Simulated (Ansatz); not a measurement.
Runs of Ansatz 0.2.0 on Tl. The structure is cubic, space group Im-3m (No. 229). The conventional cell has a = 3.912 Å, b = 3.912 Å, c = 3.912 Å, α = 90.00°, β = 90.00°, γ = 90.00°. Tl (site symmetry m-3m) is surrounded by 8 Tl at 3.39 Å. This isn't the form of Tl at room conditions, which is hcp.

```csv
task,level,potentials or basis,spin,k mesh,smearing,gap on the mesh (eV),pressure (GPa)
single point,LDA,"all-electron LAPW, scalar-relativistic",off,10 × 10 × 10,gaussian 0.05 eV,none,-3.2
single point,PBE,"all-electron LAPW, scalar-relativistic",off,10 × 10 × 10,gaussian 0.05 eV,none,1.4
band structure,LDA,"all-electron LAPW, relativistic spinors","SOC, no magnetisation",7 × 7 × 7,gaussian 0.1 eV,-,(a)
single point,PBE,"all-electron LAPW, scalar-relativistic",off,10 × 10 × 10,gaussian 0.1 eV,none,1.4
density of states,BLYP+D4,"all-electron LAPW, scalar-relativistic",off,10 × 10 × 10,tetrahedron,none,1.4
```

Alike in all rows: cell as given; cutoff (eV) 170; basis error allowed 0.001 eV/atom.

Problem. Estimate the missing entries.

Solution. (a) -3.8.

Caveats: the k mesh is thin for a metal, which can move the energy by tens of meV per atom (some runs); the program warned that the printed levels may be off, so bands, gaps and densities of states are rough (some runs); pairwise dispersion overbinds metals, which lowers pressure and volume (some runs); with tetrahedron occupations forces and stress needn't match the slope of the energy (some runs).

A k mesh can miss the band edges, and rows without SOC leave out spin-orbit coupling on Tl.

A gap of «none» marks a metal or a gap under the smearing width.
